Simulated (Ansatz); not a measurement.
Runs of Ansatz 0.2.0 on CoO. It takes space group R3m (No. 160, trigonal). The conventional cell has a = 3.204 Å, b = 3.204 Å, c = 7.699 Å, α = 90.00°, β = 90.00°, γ = 120.00°. Around Co (site symmetry 3m) lie 4 O at 1.91 to 1.96 Å. Around O (site symmetry 3m) lie 4 Co at 1.91 to 1.96 Å. Measurements of this composition are mostly on another form, of space group No. 225.

| cell | pressure (GPa) | moment (μB) |
| --- | --- | --- |
| relaxed | 0.0 | 1.80 |
| relaxed to 20 GPa | 20.0 | 1.65 |
| relaxed to 10 GPa | 10.0 | (b) |
| relaxed to 30 GPa | 30.0 | (a) |
| relaxed to 5 GPa | 5.0 | 1.72 |

Alike in all rows: task relaxation of cell and atoms; level PBEsol; potentials or basis all-electron LAPW, scalar-relativistic; spin collinear, ferromagnetic start; k mesh 10 × 10 × 10; smearing fermi-dirac 0.05 eV; basis error allowed 0.001 eV/atom.

Problem. Fill in the values left out.

Solution. (a) 1.60; (b) 1.69.

Caveats: a cell with one magnetic atom can't hold antiferromagnetic order, which such compounds often take.
